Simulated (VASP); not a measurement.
Pd:

```
Pd
1.0
    -1.54319    1.54319    1.54319
     1.54319   -1.54319    1.54319
     1.54319    1.54319   -1.54319
Pd
1
Direct
  0.00000 0.00000 0.00000
```

This isn't the form of Pd at room conditions, which is fcc.

| Item | Value |
| --- | --- |
| Program | VASP 6.6.1 |
| Task | relaxation of cell and atoms |
| Functional | RPBE |
| Potentials or basis | VASP PAW PBE potentials, release 64 (Pd) |
| Cutoff | 600 eV |
| k mesh | 18 × 18 × 18 |
| Occupations | gaussian, width 0.1 eV |
| Spin | no spin polarisation |

At the start: pressure 13.6 GPa; volume 14.70 Å³/atom.

How do energy, volume and symmetry change on relaxing?

Over 4 steps the energy falls by 44.8 meV/atom and the volume is 15.85 Å³/atom (+7.8 %); space group Im-3m (No. 229, to 0.05 Å).

The path:
```
step  energy change (eV)  largest force (eV/Å)  pressure (GPa)  volume (Å³)
   1              0.0000                0.0000           13.59        14.70
   2              0.0181                0.0000          -10.82        17.52
   3             -0.0447                0.0000           -0.32        15.88
   4             -0.0448                0.0000            0.03        15.85
```

Final structure:
```xyz
1
Lattice="-1.5824 1.5824 1.5824 1.5824 -1.5824 1.5824 1.5824 1.5824 -1.5824" Properties=species:S:1:pos:R:3 pbc="T T T"
Pd    0.0000    0.0000    0.0000
```

Caveat: the PAW data sets were made with another functional, which shifts forces and pressure a little.
